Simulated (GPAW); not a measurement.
# HgTe (Coloradoite) (F-43m) in GPAW: notebook

The runs below take HgTe (Coloradoite) through band structure, with LDA, SCAN.

Everything below comes from runs of GPAW 26.7.0. Logs are shortened: lines on timing, memory, paths and dates and some standing lists are left out, and cuts for length are marked. The log counts tension as positive stress, the text compression.

## Step 1: The structure

The structure is cubic, space group F-43m (No. 216). Conventional cell: a = 6.429 Å, b = 6.429 Å, c = 6.429 Å, α = 90.00°, β = 90.00°, γ = 90.00°. Around Hg (site symmetry -43m) lie 4 Te at 2.78 Å. Te (site symmetry -43m) is surrounded by 4 Hg at 2.78 Å.

## Step 2: Band structure, LDA

run.py

```python
from ase.dft.bandgap import bandgap
from ase.io import read, write
from ase.units import GPa
from gpaw import GPAW, PW

atoms = read('HgTe.xyz')

calc = GPAW(mode=PW(600),
            xc='LDA',
            kpts={'size': (6, 6, 6), 'gamma': True},
            occupations={'name': 'fermi-dirac', 'width': 0.05},
            setups={'Te': '16'},
            nbands=-9,
            convergence={'density': 1e-05, 'energy': 1e-05},
            maxiter=150,
            txt='gpaw.txt')
atoms.calc = calc
energy = atoms.get_potential_energy()
forces = atoms.get_forces()
stress = atoms.get_stress()
calc.write('gs.gpw')
write('result.traj', atoms)
print(f'Energy: {energy:.6f} eV')
print('Forces (eV/A):')
print(forces.round(4))
print('Stress (GPa):', (stress / GPa).round(3))
print('Fermi level:', round(calc.get_fermi_level(), 4), 'eV')
print(f'Gap: {bandgap(calc)[0]:.4f} eV, direct: {bandgap(calc, direct=True)[0]:.4f} eV')

path = atoms.cell.bandpath('GXWKGLUWLK,UX', npoints=80, eps=1e-4)
bs_calc = calc.fixed_density(kpts=path, symmetry='off', nbands=-21,
                             convergence={'bands': 'CBM+6.0', 'eigenstates': 1e-6}, txt='bands.txt')
bs = bs_calc.band_structure()
bs.write('bs.json')
print(f'Gap on the path: {bandgap(bs_calc)[0]:.4f} eV')
```

HgTe.xyz

```xyz
2
Lattice="0.0000000000 3.2145000000 3.2145000000 3.2145000000 0.0000000000 3.2145000000 3.2145000000 3.2145000000 0.0000000000" Properties=species:S:1:pos:R:3 pbc="T T T"
Hg     0.0000000000      0.0000000000      0.0000000000
Te     4.8217500000      4.8217500000      4.8217500000
```

Potentials or basis: the program's PAW data sets (release 1.2.1) made for this functional, other valence, pw.

Command:

```sh
$ OMP_NUM_THREADS=1 python run.py
```

gpaw.txt:

```text
__  _  _
 | _ |_)|_||  |
 |__||  | ||/\| - 26.7.0

Input parameters:
  mode=PW(ecut=600.0),
  convergence={'density': 1e-05, 'energy': 1e-05},
  kpts=MonkhorstPack(size=(6, 6, 6), gamma=True),
  maxiter=150,
  nbands=-9,
  occupations=Occupations(name='fermi-dirac', width=0.05),
  setups={'Te': '16'},
  xc=XC(name='LDA')

Diagonalizing LCAO Hamiltonian
Converting LCAO to pw mode

                      Te

       Hg

Atoms  # Å, Bohr magnetons
|   | symbol |        x |        y |        z |    initial magnetic moments |
|---|--------|----------|----------|----------|-----------------------------|
| 0 |     Hg | 0.000000 | 0.000000 | 0.000000 | ( 0.0000,  0.0000,  0.0000) |
| 1 |     Te | 4.821750 | 4.821750 | 4.821750 | ( 0.0000,  0.0000,  0.0000) |

Unit cell  # Å
| periodic |        x |        y |        z |  lengths |    angles |
|----------|----------|----------|----------|----------|-----------|
|      yes | 0.000000 | 3.214500 | 3.214500 | 4.545989 | 60.000000 |
|      yes | 3.214500 | 0.000000 | 3.214500 | 4.545989 | 60.000000 |
|      yes | 3.214500 | 3.214500 | 0.000000 | 4.545989 | 60.000000 |

Number of symmetries: 24
Symmetry operations  # r_c * U_cc + t_c -> r_c
|    | kind |            matrix            |
|----|------|------------------------------|
|  0 |  E   |  1, 0, 0,  0, 1, 0,  0, 0, 1 |
|  1 |  σ   |  1, 0, 0,  0, 0, 1,  0, 1, 0 |
|  2 |  σ   |  1, 0,-1,  0, 1,-1,  0, 0,-1 |
|  3 |  C3  |  1, 0,-1,  0, 0,-1,  0, 1,-1 |
|  4 |  C3  |  1,-1, 0,  0,-1, 1,  0,-1, 0 |
|  5 |  σ   |  1,-1, 0,  0,-1, 0,  0,-1, 1 |
|  6 |  σ   |  0, 1, 0,  1, 0, 0,  0, 0, 1 |
|  7 |  C3  |  0, 1, 0,  0, 0, 1,  1, 0, 0 |
|  8 |  C2  |  0, 1,-1,  1, 0,-1,  0, 0,-1 |
|  9 |  S4  |  0, 1,-1,  0, 0,-1,  1, 0,-1 |
| 10 |  C3  |  0, 0, 1,  1, 0, 0,  0, 1, 0 |
| 11 |  σ   |  0, 0, 1,  0, 1, 0,  1, 0, 0 |
| 12 |  S4  |  0, 0,-1,  1, 0,-1,  0, 1,-1 |
| 13 |  C3  |  0, 0,-1,  0, 1,-1,  1, 0,-1 |
| 14 |  S4  |  0,-1, 1,  1,-1, 0,  0,-1, 0 |
| 15 |  C2  |  0,-1, 1,  0,-1, 0,  1,-1, 0 |
| 16 |  C3  |  0,-1, 0,  1,-1, 0,  0,-1, 1 |
| 17 |  S4  |  0,-1, 0,  0,-1, 1,  1,-1, 0 |
| 18 |  S4  | -1, 1, 0, -1, 0, 1, -1, 0, 0 |
| 19 |  C3  | -1, 1, 0, -1, 0, 0, -1, 0, 1 |
| 20 |  C3  | -1, 0, 1, -1, 1, 0, -1, 0, 0 |
| 21 |  S4  | -1, 0, 1, -1, 0, 0, -1, 1, 0 |
| 22 |  σ   | -1, 0, 0, -1, 1, 0, -1, 0, 1 |
| 23 |  C2  | -1, 0, 0, -1, 0, 1, -1, 1, 0 |

BZ-sampling:
  Number of BZ points: 216
  Number of IBZ points: 16

  Monkhorst-Pack size: [6, 6, 6]
  Monkhorst-Pack shift: [0.08333333333333333, 0.08333333333333333, 0.08333333333333333]

K-points  # in reciprocal-cell coordinates
|     |                                coordinates |     weight |
|-----|--------------------------------------------|------------|
|   0 | (  0.00000000,   0.00000000,   0.00000000) | 0.00462963 |
|   1 | (  0.16666667,   0.16666667,   0.00000000) | 0.02777778 |
|   2 | (  0.16666667,   0.16666667,   0.16666667) | 0.03703704 |
|   3 | (  0.33333333,   0.16666667,   0.16666667) | 0.05555556 |
|   4 | (  0.33333333,   0.33333333,  -0.33333333) | 0.05555556 |
|   5 | (  0.33333333,   0.33333333,   0.00000000) | 0.02777778 |
|   6 | (  0.33333333,   0.33333333,   0.16666667) | 0.11111111 |
|   7 | (  0.33333333,   0.33333333,   0.33333333) | 0.03703704 |
|   8 | (  0.50000000,   0.33333333,  -0.33333333) | 0.11111111 |
|   9 | (  0.50000000,   0.33333333,  -0.16666667) | 0.05555556 |
| ... |                                            |            |
|  15 | (  0.50000000,   0.50000000,   0.50000000) | 0.01851852 |

Plane wave coefficients: 2252
Cutoff: 600.0 eV

Spin-components: 1 (collinear spins)
Bands:           26
Projectors:      12
Spin-degeneracy: 2
Datatype:        complex128

Parallelization:
  kpt:    1
  domain: 1
  band:   1

Density:
  Valence electrons: 34.0
  Components: 1
  Grid points: [27 27 27]
  Charge: 0.0  # |e|

Potential:
  Grid points: [27 27 27]

species:
  Hg:
    name:    Mercury
    Z:       80.0
    valence: 18
    core:    62
    charge:  0.0  # [|e|]
    compensation charges:
      type: gauss
      rc: 0.41  # [Å]
      lmax: 2
    cutoffs:
      filter: 2.17  # [Å]
      core: 2.06  # [Å]
    projectors
    | kind |    occ | energy [eV] | rcut [Å] |
    |------|--------|-------------|----------|
    |   6s |  2.000 |      -7.094 |    1.307 |
    |   5p |  6.000 |     -66.817 |    1.291 |
    |   6p |  0.000 |      -1.195 |    1.291 |
    |   5d | 10.000 |     -10.099 |    1.302 |
    |    s |        |      20.118 |    1.307 |
    |    d |        |      17.112 |    1.302 |

    Using partial waves for Hg as LCAO basis

  Te:
    name:    Tellurium
    Z:       52.0
    valence: 16
    core:    36
    charge:  0.0  # [|e|]
    compensation charges:
      type: gauss
      rc: 0.37  # [Å]
      lmax: 2
    cutoffs:
      filter: 2.06  # [Å]
      core: 2.12  # [Å]
    projectors
    | kind |    occ | energy [eV] | rcut [Å] |
    |------|--------|-------------|----------|
    |   5s |  2.000 |     -15.337 |    1.164 |
    |   5p |  4.000 |      -6.113 |    1.164 |
    |   4d | 10.000 |     -41.707 |    1.164 |
    |    s |        |      11.875 |    1.164 |
    |    p |        |      21.098 |    1.164 |
    |    d |        |     -14.496 |    1.164 |

    Using partial waves for Te as LCAO basis

Reference energy: -717502.457230  # eV

eigensolver:
  PPCG
  Converge bands: occupied
  niter=2

density mixing:
  MSR1-Mixer
  Pratt-step length: 0.05
  Maximum mixing coefficient: 0.75
  Old densities: 10
  SVD Regularization: 0.005
  Good broyden scale: 1.0
  Trust region scale: 1.0
  Backstep threshold: 4.0
  History deletion threshold: 6.0
  Fourier metric: weight=20.0, sigma=0.015

occupation numbers:
  Fermi-Dirac:
    width: 0.0500  # eV

poisson solver:
  ecut: 4800.0  # eV

xc functional:
  name: None

convergence criteria:
- Maximum integral of absolute [dens]ity change: 1e-05 electrons / valence electron
- Maximum [total energy] change in last 3 cyles: 1e-05 eV / valence electron
- Maximum integral of absolute [eigenst]ate change: 4e-08 eV^2 / valence electron
maximum number of iterations: 150

SCF iterations
|iter     | |      energy | eigst |  dens |
|---------|-|-------------|-------|-------|
|iter:   1| |   -6.003374 | -0.26 |       |
|iter:   2| |   -5.956815 | -2.45 | -1.59 |
|iter:   3| |   -5.832586 | -2.44 | -1.63 |
|iter:   4| |   -5.840544 | -3.18 | -2.05 |
|iter:   5| |   -5.844341 | -3.54 | -2.41 |
|iter:   6| |   -5.844408 | -5.32 | -3.45 |
|iter:   7| |   -5.844416c| -5.99 | -4.02 |
|iter:   8| |   -5.844416c| -7.50c| -4.52 |
|iter:   9| |   -5.844416c| -7.68c| -5.18c|

Converged in 9 steps
Energy contributions relative to reference atoms: (reference = -717502.457230)

Energy contributions:
  Kinetic:          26.580503
  Coulomb:         -21.605027
  Zero:             -2.175356
  External:          0.000000
  Xc:               -8.644064
  Entropy:          -0.000944
  Spinorbit:         0.000000
  ----------------------------
  Free energy:      -5.844888
  Extrapolated:     -5.844416

dipole moment: (-17.608560, -17.608560, -17.608560)  # |e|*Ang

Fermi level: 4.415
Eigenvalues  # (at kpt = [0.000, 0.000, 0.000])
| band index |      eig [eV] | occ [0-2] |
|------------|---------------|-----------|
|          0 |       -59.188 |     2.000 |
|        ... |               |           |
|         10 |        -3.174 |     2.000 |
|         11 |        -3.174 |     2.000 |
|         12 |        -2.645 |     2.000 |
|         13 |        -2.645 |     2.000 |
|         14 |         3.617 |     2.000 |
|         15 |         4.379 |     1.345 |
[... 8 lines left out ...]
|         24 |        14.230 |     0.000 |
|         25 |        14.230 |     0.000 |

No gap
No difference between direct/indirect transitions

Forces  # eV/Ang
|        x |        y |        z |
|----------|----------|----------|
| -0.00000 |  0.00000 |  0.00000 |  # Hg   0
|  0.00000 | -0.00000 | -0.00000 |  # Te   1

Stress tensor  # eV/Ang^3
|         x |         y |         z |
|-----------|-----------|-----------|
|  0.004216 | -0.000000 | -0.000000 |
| -0.000000 |  0.004216 |  0.000000 |
| -0.000000 |  0.000000 |  0.004216 |

# Writing to gs.gpw (mode='')
```

Wall time 56 s (1 thread of Intel Xeon 6975P-C (Granite Rapids), shared host); peak memory 0.35 GiB.

Results:

| Property | Result |
| --- | --- |
| Free energy | -5.8449 eV |
| Pressure | -0.7 GPa |
| Band gap along the path | none (metal or under the smearing width) |

Levels at the corners of the path, in eV from the Fermi level:
```csv
point,band 14,band 15,band 16,band 17,band 18,band 19,band 20,band 21
Γ,-7.06,-0.80,-0.04,-0.04,-0.04,3.95,3.95,3.95
X,-6.58,-5.57,-2.39,-2.39,1.75,2.19,8.03,8.78
W,-6.40,-5.66,-2.83,-2.69,3.08,4.37,5.10,5.84
K,-6.48,-5.60,-3.08,-1.99,2.09,3.82,6.78,6.98
Γ,-7.06,-0.80,-0.04,-0.04,-0.04,3.95,3.95,3.95
L,-6.73,-5.65,-1.06,-1.06,0.57,4.78,4.78,6.62
U,-6.48,-5.60,-3.08,-1.99,2.09,3.82,6.78,6.98
W,-6.40,-5.66,-2.83,-2.69,3.08,4.37,5.10,5.84
L,-6.73,-5.65,-1.06,-1.06,0.57,4.78,4.78,6.62
K,-6.48,-5.60,-3.08,-1.99,2.09,3.82,6.78,6.98
U,-6.48,-5.60,-3.08,-1.99,2.09,3.82,6.78,6.98
X,-6.58,-5.57,-2.39,-2.39,1.75,2.19,8.03,8.78
```

Caveat: spin-orbit coupling is left out, which moves the levels of the heavy elements.

(Part 1 of 2 ends here.)
